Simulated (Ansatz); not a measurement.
Runs of Ansatz 0.2.0 on CdS (Hawleyite). It takes space group F-43m (No. 216, cubic). The conventional cell has a = 5.833 Å, b = 5.833 Å, c = 5.833 Å, α = 90.00°, β = 90.00°, γ = 90.00°. Cd (site symmetry -43m) is surrounded by 4 S at 2.53 Å. Around S (site symmetry -43m) lie 4 Cd at 2.53 Å. 

```tsv
task	level	cell	k mesh	cutoff (eV)	gap on the mesh (eV)	pressure (GPa)	relaxed volume (Å³/atom)
relaxation of cell and atoms	revPBE+D4	relaxed	8 × 8 × 8	-	1.27	0.0	24.98
elastic constants	PBEsol	as given	6 × 6 × 6	265	1.00	(c)	-
relaxation of cell and atoms	BLYP+D3(BJ)	relaxed	8 × 8 × 8	-	1.05	0.0	25.23
relaxation of cell and atoms	BLYP+D4	relaxed	8 × 8 × 8	-	(b)	0.0	25.52
phonons	LDA	as given	6 × 6 × 6	265	(a)	-	-
```

Alike in all rows: potentials or basis all-electron LAPW, scalar-relativistic; no spin polarisation; smearing fermi-dirac 0.05 eV; basis error allowed 0.001 eV/atom.

Question: Estimate the missing entries.

Answer: (a) 0.86; (b) 1.02; (c) -0.2.

A k mesh can miss the band edges, and the runs leave out spin-orbit coupling on Cd.

Runs at the PBE level aren't shown here.
